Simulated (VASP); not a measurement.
A run of VASP 6.6.1 is set up as follows.

Contents of INCAR:

```
SYSTEM = Tb
PREC = Accurate ; ENCUT = 520
EDIFF = 1E-6 ; ISMEAR = -5
SIGMA = 0.05 ; LREAL = .FALSE.
LASPH = .TRUE. ; NELM = 100
ALGO = Normal ; ISIF = 2
LWAVE = .FALSE. ; LCHARG = .TRUE.
ISPIN = 2 ; MAGMOM = 6 6
LORBIT = 11 ; LMAXMIX = 6
GGA = AM ; IVDW = 13
LELF = .TRUE. ; LVHAR = .TRUE.
NBANDS = 20
```

Tb.cif

```cif
data_Tb
_cell_length_a 4.21171200
_cell_length_b 4.21171200
_cell_length_c 4.21171200
_cell_angle_alpha 90.00000000
_cell_angle_beta 90.00000000
_cell_angle_gamma 90.00000000
_space_group_name_H-M_alt 'Im-3m'
_space_group_name_Hall '-I 4 2 3'
_space_group_IT_number 229
loop_
_space_group_symop_operation_xyz
'x,y,z'
'-x,-y,-z'
'-y,x,z'
'y,-x,-z'
'-x,-y,z'
'x,y,-z'
'y,-x,z'
'-y,x,-z'
'x,-y,-z'
'-x,y,z'
'-y,-x,-z'
'y,x,z'
'-x,y,-z'
'x,-y,z'
'y,x,-z'
'-y,-x,z'
'z,x,y'
'-z,-x,-y'
'z,-y,x'
'-z,y,-x'
'z,-x,-y'
'-z,x,y'
'z,y,-x'
'-z,-y,x'
'-z,x,-y'
'z,-x,y'
'-z,-y,-x'
'z,y,x'
'-z,-x,y'
'z,x,-y'
'-z,y,x'
'z,-y,-x'
'y,z,x'
'-y,-z,-x'
'x,z,-y'
'-x,-z,y'
'-y,z,-x'
'y,-z,x'
'-x,z,y'
'x,-z,-y'
'-y,-z,x'
'y,z,-x'
'-x,-z,-y'
'x,z,y'
'y,-z,-x'
'-y,z,x'
'x,-z,y'
'-x,z,-y'
'x+1/2,y+1/2,z+1/2'
'-x+1/2,-y+1/2,-z+1/2'
'-y+1/2,x+1/2,z+1/2'
'y+1/2,-x+1/2,-z+1/2'
'-x+1/2,-y+1/2,z+1/2'
'x+1/2,y+1/2,-z+1/2'
'y+1/2,-x+1/2,z+1/2'
'-y+1/2,x+1/2,-z+1/2'
'x+1/2,-y+1/2,-z+1/2'
'-x+1/2,y+1/2,z+1/2'
'-y+1/2,-x+1/2,-z+1/2'
'y+1/2,x+1/2,z+1/2'
'-x+1/2,y+1/2,-z+1/2'
'x+1/2,-y+1/2,z+1/2'
'y+1/2,x+1/2,-z+1/2'
'-y+1/2,-x+1/2,z+1/2'
'z+1/2,x+1/2,y+1/2'
'-z+1/2,-x+1/2,-y+1/2'
'z+1/2,-y+1/2,x+1/2'
'-z+1/2,y+1/2,-x+1/2'
'z+1/2,-x+1/2,-y+1/2'
'-z+1/2,x+1/2,y+1/2'
'z+1/2,y+1/2,-x+1/2'
'-z+1/2,-y+1/2,x+1/2'
'-z+1/2,x+1/2,-y+1/2'
'z+1/2,-x+1/2,y+1/2'
'-z+1/2,-y+1/2,-x+1/2'
'z+1/2,y+1/2,x+1/2'
'-z+1/2,-x+1/2,y+1/2'
'z+1/2,x+1/2,-y+1/2'
'-z+1/2,y+1/2,x+1/2'
'z+1/2,-y+1/2,-x+1/2'
'y+1/2,z+1/2,x+1/2'
'-y+1/2,-z+1/2,-x+1/2'
'x+1/2,z+1/2,-y+1/2'
'-x+1/2,-z+1/2,y+1/2'
'-y+1/2,z+1/2,-x+1/2'
'y+1/2,-z+1/2,x+1/2'
'-x+1/2,z+1/2,y+1/2'
'x+1/2,-z+1/2,-y+1/2'
'-y+1/2,-z+1/2,x+1/2'
'y+1/2,z+1/2,-x+1/2'
'-x+1/2,-z+1/2,-y+1/2'
'x+1/2,z+1/2,y+1/2'
'y+1/2,-z+1/2,-x+1/2'
'-y+1/2,z+1/2,x+1/2'
'x+1/2,-z+1/2,y+1/2'
'-x+1/2,z+1/2,-y+1/2'
loop_
_atom_site_label
_atom_site_type_symbol
_atom_site_symmetry_multiplicity
_atom_site_Wyckoff_symbol
_atom_site_fract_x
_atom_site_fract_y
_atom_site_fract_z
_atom_site_occupancy
Tb1 Tb 2 a 0.0000000000 0.0000000000 0.0000000000 1
```

The input KPOINTS:

```
regular mesh
0
G
  6 6 6
  0 0 0
```

The input POSCAR:

```
Tb
 1.0000000000000000
     4.2117120000000003    0.0000000000000000    0.0000000000000000
     0.0000000000000000    4.2117120000000003    0.0000000000000000
     0.0000000000000000    0.0000000000000000    4.2117120000000003
 Tb 
   2
Cartesian
  0.0000000000000000  0.0000000000000000  0.0000000000000000
  2.1058560000000002  2.1058560000000002  2.1058560000000002
```

Potentials or basis: VASP PAW PBE potentials, release 64 (Tb_3), 4f in core.

Command:

```bash
$ ase convert -i cif -o vasp Tb.cif POSCAR
$ cat potpaw_PBE.64/Tb_3/POTCAR > POTCAR
$ mpirun -np 1 vasp_std > vasp.out
```

Q: Estimate the band gap on the k mesh.

A: None (metal or under the smearing width).

Q: What does it give for the net moment?

A: 1.27 μB per cell.

Caveat: the magnetic or orbital state may not be the lowest; spin-orbit coupling is left out, which moves the levels of the heavy elements; the 4f electrons are frozen in the core as for a trivalent ion, so they carry no moment and show no levels. The state reached can hang on the start; a lower one may exist.
